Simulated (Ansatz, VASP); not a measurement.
TePb in VASP and in Ansatz

```xyz
2
Lattice="0.0000 3.1873 3.1873 3.1873 0.0000 3.1873 3.1873 3.1873 0.0000" Properties=species:S:1:pos:R:3 pbc="T T T"
Pb    0.0000    0.0000    0.0000
Te    3.1873    3.1873    3.1873
```

Alike in both runs: task single point; functional PBEsol; dispersion D3(BJ); k mesh 7 × 7 × 7; occupations fermi-dirac, width 0.05 eV; no spin polarisation.

|  | VASP | Ansatz |
| --- | --- | --- |
| version | VASP 6.6.1 | Ansatz 0.2.0 |
| potentials or method | VASP PAW PBE potentials, release 64 (Pb_d, Te) | Ansatz PAW |
| plane-wave cutoff (eV) | 520 | 420 |
| valence electrons in the cell | 20 | 30 |

Ansatz gave:

```
gap on the k mesh at the Fermi level (eV) : 0.89
least direct gap on the mesh (eV)         : 0.89
pressure (GPa)                            : -0.6
dispersion energy (meV/atom)              : -420.7
```

Task: Estimate VASP's values.

Result: gap on the k mesh at the Fermi level (eV): 0.90; least direct gap on the mesh (eV): 0.90; pressure (GPa): -0.6; dispersion energy (meV/atom): -420.6.

The two sets of potentials don't hold the same shells in valence.

Caveats: the PAW data sets were made with another functional, which shifts forces and pressure a little (VASP); the PAW data sets come from PBE, with cores solved anew for the run's functional, which leaves a small shift of forces and pressure (Ansatz). Spin-orbit coupling is left out, which matters for the levels of Pb, Te.
